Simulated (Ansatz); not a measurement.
# Cs, simple cubic: how the functional moves the structure

All rows: Ansatz, plane waves with scalar-relativistic PAW, 420 eV (500 eV for the SCAN forms), relaxed under each functional, no dispersion correction, no zero-point motion. B₀ comes from uniform scaling at fixed shape; a dash is a value not given.

```
functional  V (Å³/atom)         cell  B₀ (GPa)     magnetic state  ΔE to bcc (meV/atom)
       PBE       127.60  a = 5.034 Å         -  spin not included                    92
    r²SCAN       126.93  a = 5.026 Å         -  spin not included                    92
    PBEsol       119.28  a = 4.923 Å         2  spin not included                    98
       LDA       106.27  a = 4.737 Å         -  spin not included                   104
    revPBE       140.62  a = 5.200 Å         1  spin not included                    89
      RPBE       142.97  a = 5.229 Å         1  spin not included                    88
      BLYP       146.88  a = 5.276 Å         1  spin not included                    56
```

LDA gives the smallest volume and BLYP the largest.
